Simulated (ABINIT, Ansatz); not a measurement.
# A GW chain in ABINIT: CaO (Lime)

How does a plane-wave GW calculation on CaO (Lime) run from the first input to the gap?

Method: PBE and many-body steps on it, plane waves, in ABINIT 10.8.3.

### 1. Starting point

The structure is cubic, space group Fm-3m (No. 225). Conventional cell: a = 4.813 Å, b = 4.813 Å, c = 4.813 Å, α = 90.00°, β = 90.00°, γ = 90.00°. Ca has 6 O at 2.41 Å nearest. Nearest to O lie 6 Ca at 2.41 Å. Farther neighbours and most contacts between anions are not listed.

As a file:

```cif
data_structure
_symmetry_space_group_name_H-M 'Fm-3m'
_symmetry_Int_Tables_number 225
_cell_length_a 4.8130
_cell_length_b 4.8130
_cell_length_c 4.8130
_cell_angle_alpha 90.000
_cell_angle_beta 90.000
_cell_angle_gamma 90.000
_cell_volume 111.49
loop_
_atom_site_label
_atom_site_type_symbol
_atom_site_symmetry_multiplicity
_atom_site_Wyckoff_symbol
_atom_site_fract_x
_atom_site_fract_y
_atom_site_fract_z
_atom_site_occupancy
Ca1 Ca 4 a 0.00000 0.00000 0.00000 1
O1 O 4 b 0.50000 0.00000 0.00000 1
```

The cell and positions come from the Crystallography Open Database and are kept as given unless a step says otherwise.

### 2. Ground state

This step: ABINIT 10.8.3; DFT, PBE, plane waves, norm-conserving pseudopotentials.

The ground-state density comes first.

File run.abi:

```
acell 3*1.0 Angstrom
rprim 
  -0.000000000000 2.406500000000 2.406500000000
  2.406500000000 -0.000000000000 2.406500000000
  2.406500000000 2.406500000000 -0.000000000000
ntypat 2
znucl 20 8
natom 2
typat 1 2
xred 
  0.000000000000 0.000000000000 0.000000000000
  0.500000000000 0.500000000000 0.500000000000
pp_dirpath "pseudos"
pseudos "Ca.upf, O.upf"
ecut 36
ngkpt 8 8 8
nshiftk 1
shiftk 0 0 0
kptopt 1
chksymbreak 0
nband 13
occopt 1
tolvrs 1e-10
nstep 60
prtwf 0
optforces 0
optstress 0
indata_prefix "in"
outdata_prefix "out"
tmpdata_prefix "tmp"
```

On the command line:

```sh
$ OMP_NUM_THREADS=1 mpirun -n 8 abinit run.abi > log
```

Numbers of over 12 decimals in the logs are rounded to 6 here.

What it wrote:

```text
.Version 10.8.3 of ABINIT. v10.8.2 released Aug 2026.

 Symmetries : space group Fm -3 m (#225); Bravais cF (face-center cubic)
================================================================================
 Values of the parameters that define the memory need of the present run
     intxc =       0    ionmov =       0      iscf =       7    lmnmax =       6
     lnmax =       6     mgfft =      36  mpssoang =       3    mqgrid =    3001
     natom =       2  nloc_mem =       1    nspden =       1   nspinor =       1
    nsppol =       1      nsym =      48    n1xccc =    2501    ntypat =       2
    occopt =       1   xclevel =       2
-    mband =          13        mffmem =           1         mkmem =           4
       mpw =        1964          nfft =       46656          nkpt =          29
================================================================================
  Rough estimation (10% accuracy) of disk space for files :
================================================================================

--------------------------------------------------------------------------------
------------- Echo of variables that govern the present computation ------------
--------------------------------------------------------------------------------
 -outvars: echo values of preprocessed input variables --------
            acell      1.8897261259E+00  1.8897261259E+00  1.8897261259E+00 Bohr

      chksymbreak           0
             ecut      3.60000000E+01 Hartree
-          fftalg         312

              ixc     -101130
              kpt      0.00000000E+00  0.00000000E+00  0.00000000E+00
                       1.25000000E-01  0.00000000E+00  0.00000000E+00
                       2.50000000E-01  0.00000000E+00  0.00000000E+00
                       3.75000000E-01  0.00000000E+00  0.00000000E+00
                       5.00000000E-01  0.00000000E+00  0.00000000E+00
                       1.25000000E-01  1.25000000E-01  0.00000000E+00
                       2.50000000E-01  1.25000000E-01  0.00000000E+00
                       3.75000000E-01  1.25000000E-01  0.00000000E+00
                       5.00000000E-01  1.25000000E-01  0.00000000E+00
   [... 18 further rows ...]
                      -3.75000000E-01  5.00000000E-01  1.25000000E-01
                      -2.50000000E-01  5.00000000E-01  2.50000000E-01
         kptrlatt        8    0    0      0    8    0      0    0    8
          kptrlen      5.14505140E+01
P           mkmem           4
            natom           2
            nband          13
            ngfft          36      36      36
             nkpt          29
            nstep          60
             nsym          48
           ntypat           2
              occ      2.000000  2.000000  2.000000  2.000000  2.000000  2.000000
                       2.000000  2.000000  0.000000  0.000000  0.000000  0.000000
                       0.000000
        optforces           0
        optstress           0
            prtwf           0
            rprim     -0.0000000000E+00  2.4065000000E+00  2.4065000000E+00
[...]
spgroup         225

           tolvrs      1.00000000E-10

             xred      0.0000000000E+00  0.0000000000E+00  0.0000000000E+00
[...]
znucl       20.00000    8.00000

================================================================================

 chkinp: Checking input parameters for consistency.

================================================================================
== DATASET  1 ==================================================================
-   mpi_nproc: 8, omp_nthreads: 1 (-1 if OMP is not activated)

--- !DatasetInfo
iteration_state: {dtset: 1, }
dimensions: {natom: 2, nkpt: 29, mband: 13, nsppol: 1, nspinor: 1, nspden: 1, mpw: 1964, }
cutoff_energies: {ecut:  36.0, pawecutdg:  -1.0, }
electrons: {nelect:   1.60000000E+01, charge:   0.00000000E+00, occopt:   1.00000000E+00, tsmear:   1.00000000E-02, }

 Real(R)+Recip(G) space primitive vectors, cartesian coordinates (Bohr,Bohr^-1):
 R(1)=  0.0000000  4.5476259  4.5476259  G(1)= -0.1099475  0.1099475  0.1099475
 R(2)=  4.5476259  0.0000000  4.5476259  G(2)=  0.1099475 -0.1099475  0.1099475
 R(3)=  4.5476259  4.5476259  0.0000000  G(3)=  0.1099475  0.1099475 -0.1099475
 Unit cell volume ucvol=  1.8809801E+02 bohr^3
 Angles (23,13,12)=  6.00000000E+01  6.00000000E+01  6.00000000E+01 degrees

 getcut: wavevector=  0.0000  0.0000  0.0000  ngfft=  36  36  36
         ecut(hartree)=     36.000   => boxcut(ratio)=   2.07246

--- Pseudopotential description ------------------------------------------------
- Ca Generated using ONCVPSP code by D. R. Hamann
- 20.00000  10.00000  171031                  znucl, zion, pspdat
12 -101130 2 -1 1766                          pspcod,pspxc,lmax,lloc,mmax
     nproj     2     2     2
  pspatm : epsatm=   12.33471919
         --- l  ekb(1:nproj) -->
[...]
pspatm: atomic psp has been read  and splines computed

- O Generated using ONCVPSP code by D. R. Hamann
-  8.00000   6.00000  171031                  znucl, zion, pspdat
12 -101130 2 -1 936                           pspcod,pspxc,lmax,lloc,mmax
     nproj     2     2     1
  pspatm : epsatm=    6.19545534
         --- l  ekb(1:nproj) -->
[...]
1   -4.717130   -1.149271
             2   -1.331955
 pspatm: atomic psp has been read  and splines computed

   2.96482793E+02                                ecore*ucvol(ha*bohr**3)
--------------------------------------------------------------------------------

_setup2: Arith. and geom. avg. npw (full set) are    1940.436    1940.412

================================================================================

--- !BeginCycle
iteration_state: {dtset: 1, }
solver: {iscf: 7, nstep: 60, nline: 4, wfoptalg: 0, }
tolerances: {tolvrs: 1.00E-10, }

     iter   Etot(hartree)      deltaE(h)  residm     vres2
 ETOT  1  -55.233271494428    -5.523E+01 1.514E-01 5.754E+02
 ETOT  2  -55.004690637663     2.286E-01 5.139E-02 1.430E+03
 ETOT  3  -55.380443762184    -3.758E-01 1.474E-02 2.430E+01
 ETOT  4  -55.386725259412    -6.281E-03 4.894E-03 1.142E+00
 ETOT  5  -55.386742926157    -1.767E-05 3.231E-03 6.128E-01
 ETOT  6  -55.386904093586    -1.612E-04 1.541E-03 1.632E-02
 ETOT  7  -55.386908013823    -3.920E-06 1.937E-03 2.791E-04
 ETOT  8  -55.386908058106    -4.428E-08 1.246E-03 3.790E-06
 ETOT  9  -55.386908058756    -6.503E-10 2.295E-03 1.125E-06
 ETOT 10  -55.386908059092    -3.360E-10 1.205E-03 1.054E-09
 ETOT 11  -55.386908059093    -7.390E-13 1.935E-03 9.254E-11

 At SCF step   11       vres2   =  9.25E-11 < tolvrs=  1.00E-10 =>converged.

--- !ResultsGS
iteration_state: {dtset: 1, }
comment   : Summary of ground state results
lattice_vectors:
- [ -0.0000000,   4.5476259,   4.5476259, ]
- [  4.5476259,  -0.0000000,   4.5476259, ]
- [  4.5476259,   4.5476259,  -0.0000000, ]
lattice_lengths: [   6.43131,    6.43131,    6.43131, ]
lattice_angles: [ 60.000,  60.000,  60.000, ] # degrees, (23, 13, 12)
lattice_volume:   1.8809801E+02
convergence: {deltae: -7.390E-13, res2:  9.254E-11, residm:  1.935E-03, diffor:  0.000E+00, }
etotal    :  -5.53869081E+01
entropy   :   0.00000000E+00
fermie    :   1.86115127E-01
cartesian_stress_tensor: null
pressure_GPa: null
xred      :
- [  0.0000E+00,   0.0000E+00,   0.0000E+00, Ca]
- [  5.0000E-01,   5.0000E-01,   5.0000E-01,  O]
cartesian_forces: null
force_length_stats: {min: null, max: null, mean: null, }

 Integrated electronic density in atomic spheres:
 ------------------------------------------------
 Atom  Sphere_radius  Integrated_density
    1        2.00000          7.65233652
    2        2.00000          6.16580487
================================================================================

 ----iterations are completed or convergence reached----

 Mean square residual over all n,k,spin=   67.419E-07; max=  19.352E-04
 reduced coordinates (array xred) for    2 atoms
       0.000000000000      0.000000000000      0.000000000000
       0.500000000000      0.500000000000      0.500000000000
 rms dE/dt=  0.0000E+00; max dE/dt=  0.0000E+00; dE/dt below (all hartree)
    1       0.000000000000      0.000000000000      0.000000000000
    2       0.000000000000      0.000000000000      0.000000000000

 cartesian coordinates (angstrom) at end:
    1      0.000000     0.000000     0.000000
    2      2.406500     2.406500     2.406500
 length scales=  1.889726125908  1.889726125908  1.889726125908 bohr
              =  1.000000000000  1.000000000000  1.000000000000 angstroms
 prteigrs : about to open file out_EIG
 Fermi (or HOMO) energy (hartree) =   0.18612   Average Vxc (hartree)=  -0.38719
 Eigenvalues (hartree) for nkpt=  29  k points:
 kpt#   1, nband= 13, wtk=  0.00195, kpt=  0.0000  0.0000  0.0000 (reduced coord)
  -1.19837   -0.49133   -0.49133   -0.49133   -0.38219    0.18612    0.18612    0.18612
   0.35937    0.41497    0.41497    0.41497    0.46974
 prteigrs : prtvol=0 or 1, do not print more k-points.

--- !EnergyTerms
iteration_state     : {dtset: 1, }
comment             : Components of total free energy in Hartree
kinetic             :  2.44522709864429E+01
hartree             :  1.03702406318974E+01
xc                  : -1.16201536039229E+01
Ewald energy        : -4.14671963569245E+01
psp_core            :  1.57621442198582E+00
local_psp           : -3.94509884660682E+01
non_local_psp       :  7.52704327496218E-01
total_energy        : -5.53869080590932E+01
total_energy_eV     : -1.50715454816662E+03
band_energy         : -5.25791741599969E+00

== END DATASET(S) ==============================================================
================================================================================

 -outvars: echo values of variables after computation  --------
           etotal     -5.5386908059E+01
            nband          13
             nkpt          29
          spgroup         225
 [... the other variables as echoed above ...]

 Calculation completed.
```

Wall time 9.2 s (8 MPI ranks of Arm Neoverse N1, shared host); peak memory 0.54 GiB.

This step gave:

* total energy: -1507.1545 eV
* gap: 3.662 eV
* k of the valence top: 0, 0, 0
* k of the conduction bottom: 0.5, 0.5, 0
* least direct gap: 4.037 eV

The gap is indirect, with the least direct gap 0.37 eV higher.

[end of part 1 of 3]

[Paths, hosts, dates, memory and timing lines, banners, echoed tables and standing remarks are left out of the program output.]

[Logs are printed without paths, hosts, clocks, repeated set-up lines and the standing remarks that a program may print on its own settings, such as how far it seeks lower states.]

[Runs of the session that timed out or met a known fault of the program may be left out.]

[Hosts, paths, dates, database ids (printed as entryN), source tags and the programs' standing remarks are cut or masked in the printed files.]

[G0W0 gaps are taken among the corrected bands and points alone; a level outside them can change the order at an edge.]

[Where Ansatz stands beside ABINIT at settings called matched, ABINIT's density can come from a denser mesh and the files from another edition; pairs whose starting gaps differed by over 0.03 eV were left out, so agreement reads better than it is.]
